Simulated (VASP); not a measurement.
SnSe:

```
Se Sn
1.0
     0.00000    3.00000    3.00000
     3.00000    0.00000    3.00000
     3.00000    3.00000    0.00000
Se Sn
1 1
Direct
  0.50000 0.50000 0.50000
  0.00000 0.00000 0.00000
```

The cell was built by a generator and needn't be a form met in nature.

* Program: VASP 6.6.1
* Task: relaxation of cell and atoms
* Functional: PBEsol
* Potentials or basis: VASP PAW PBE potentials, release 64 (Se, Sn_d)
* Cutoff: 600 eV
* k mesh: 10 × 10 × 10
* Occupations: gaussian, width 0.03 eV
* Spin: no spin polarisation

At the start: pressure -1.3 GPa; volume 27.00 Å³/atom.

**Question.** Where does the relaxation end?

**Answer.** Over 3 steps the energy falls by 2.7 meV/atom and the volume is 26.35 Å³/atom (-2.4 %); space group Fm-3m (No. 225, to 0.05 Å).

Step by step:
| step | energy change (eV) | largest force (eV/Å) | pressure (GPa) | volume (Å³) |
| --- | --- | --- | --- | --- |
| 1 | 0.0000 | 0.0000 | -1.30 | 54.00 |
| 2 | -0.0048 | 0.0000 | 0.41 | 52.31 |
| 3 | -0.0053 | 0.0000 | 0.01 | 52.70 |

Final structure:
```yaml
crystal:
  lattice:
    - [0.00000, 2.97574, 2.97574]
    - [2.97574, 0.00000, 2.97574]
    - [2.97574, 2.97574, 0.00000]
  atoms:
    - { symbol: Se, position: [0.50000, 0.50000, 0.50000] }
    - { symbol: Sn, position: [0.00000, 0.00000, 0.00000] }
```

Caveat: the PAW data sets were made with another functional, which shifts forces and pressure a little.
